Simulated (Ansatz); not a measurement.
## AgCl in Ansatz: the effect of exact exchange

The system is AgCl.

```
CELL_PARAMETERS angstrom
3.43397 0.00000 0.00000
0.00000 3.43397 0.00000
0.00000 0.00000 3.43397
ATOMIC_POSITIONS crystal
Ag 0.00000 0.00000 0.00000
Cl 0.50000 0.50000 0.50000
```

Measurements of this composition are mostly on another form, of space group No. 225.

Alike in all runs:

| Item | Value |
| --- | --- |
| Program | Ansatz 0.2.0 |
| Task | single point |
| Functional | HSE06 form with a typed share of exact exchange |
| Potentials or basis | Ansatz PAW |
| Cutoff | 420 eV (not typed: the program's choice for these potentials) |
| k mesh | 4 × 4 × 4 |
| Occupations | fermi-dirac, width 0.05 eV |
| Spin | no spin polarisation |

Question: One run gave: gap on the mesh 0.84 eV; pressure 0.0 GPa. Which exact exchange did it use?
A. 0.05
B. 0.3
C. 0.5
D. 0.25
E. 0.15

Answer: A.

```tsv
exact exchange	gap on the mesh (eV)	pressure (GPa)
0.05	0.84	0.0
0.1	1.13	0.0
0.15	1.42	-0.1
0.2	1.72	-0.2
0.25	2.03	-0.2
0.3	2.33	-0.3
0.4	2.96	-0.4
0.5	3.60	-0.5
```

Caveats: all runs use coarse meshes; the PAW data sets come from PBE, with cores solved anew for the run's functional, which leaves a small shift of forces and pressure; the thresholds are loose for stress.

A k mesh can miss the band edges.
